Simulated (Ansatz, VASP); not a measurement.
**Sb in VASP and in Ansatz**

The input INCAR:

```
  ALGO = Normal
  EDIFF = 1E-8
  ENCUT = 520
  GGA = PE
  ISIF = 2
  ISMEAR = -1
  LASPH = T
  LCHARG = F
  LEFG = T
  LREAL = F
  LWAVE = F
  NBANDS = 8
  NELM = 100
  PREC = Accurate
  SIGMA = 0.05
```

The input KPOINTS:

```
k-points
0
Gamma
  12 12 12
```

Contents of POSCAR:

```
Sb
1.0
    0.0000000000      2.2895297352      2.2895297352
    2.2895297352      0.0000000000      2.2895297352
    2.2895297352      2.2895297352      0.0000000000
Sb
1
Direct
    0.0000000000      0.0000000000      0.0000000000
```

Input for Ansatz:

```yaml
crystal:
  lattice:
    - [0.0, 2.2895297352, 2.2895297352]
    - [2.2895297352, 0.0, 2.2895297352]
    - [2.2895297352, 2.2895297352, 0.0]
  atoms:
    - { symbol: Sb, position: [0.0, 0.0, 0.0] }
kpoints:
  mp_grid: { grid: [12, 12, 12] }
scf:
  occupations: { method: fermi_dirac, width: 0.05 }
hamiltonian:
  xc: pbe
  pseudopotentials: { kind: all_electron, datasets: crystal }
output:
  forces: true
  stress: true
  eigenvalues: true
  efg: { contact_densities: true }
```

Change from the starting cell: volume scaled by 0.98, crystal datasets.

Alike in both runs: task electric field gradients; functional PBE; k mesh 12 × 12 × 12; occupations fermi-dirac, width 0.05 eV; no spin polarisation.

```csv
,VASP,Ansatz
version,VASP 6.6.1,Ansatz 0.2.0
potentials or method,"VASP PAW PBE potentials, release 64 (Sb)","all-electron PAW with datasets made for the crystal, scalar-relativistic"
plane-wave cutoff (eV),520,see its input
```

```tsv
	VASP	Ansatz	Ansatz less VASP
pressure (GPa)	10.5	10.7	+0.13
Vzz of the field gradient on the site that differs most (V/Å²)	0.0	0.0	0.00
```

Ansatz ran all-electron here, so the differences hold the error of VASP's frozen core and of both bases. Ansatz warned: «gradients_without_spin_orbit».

The runs have no spin-orbit coupling, so splittings on Sb are missing.
